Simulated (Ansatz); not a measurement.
Cu2O (Cuprite) under changes of volume

One of the cells (12.885 Å³/atom); the others are scaled copies at fixed shape and fractional positions:

```
Cu O
1.0
     4.26000    0.00000    0.00000
     0.00000    4.26000    0.00000
     0.00000    0.00000    4.26000
Cu O
4 2
Direct
  0.75000 0.25000 0.75000
  0.75000 0.75000 0.25000
  0.25000 0.75000 0.75000
  0.25000 0.25000 0.25000
  0.50000 0.50000 0.50000
  0.00000 0.00000 0.00000
```

* Program: Ansatz 0.2.0
* Functional: SVWN5
* Potentials or basis: Ansatz PAW
* Cutoff: 420 eV (not typed: the program's choice for these potentials)
* k mesh: 6 × 6 × 6
* Occupations: fermi-dirac, width 0.05 eV
* Spin: no spin polarisation

```tsv
volume (Å³/atom)	energy over the lowest point (meV/atom)	pressure (GPa)	gap on the mesh (eV)
12.112	0.00	-0.8	0.69
12.369	3.66	-3.7	0.64
12.627	11.67	-6.2	0.59
12.885	23.49	-8.5	0.54
13.142	38.78	-10.5	0.49
13.400	?	?	?
13.658	77.91	-13.8	0.41
```

Question: What does the run at 13.400 Å³/atom give?

Answer: Energy over the lowest point 57.04 meV/atom; pressure -12.2 GPa; gap on the mesh 0.45 eV.

Worked out: A Birch-Murnaghan fit of order 3 (a polynomial in V^(-2/3)) to the other rows has its minimum at 12.05 Å³/atom, just outside them, with B0 = V·E''(V) = 148 GPa and B' = 4.9. It gives 57.01 meV/atom at 13.400 Å³/atom, against the run's 57.04, and -dE/dV = -12.2 GPa, against -12.2. A straight line through the other rows of the gap, of slope -2.36 eV per unit of ln V (its deformation potential), gives 0.45 eV, against the run's 0.45.

Energies are extrapolated to zero smearing.

Caveats: the PAW data sets come from PBE, with cores solved anew for the run's functional, which leaves a small shift of forces and pressure.

A mesh can miss the band edges.
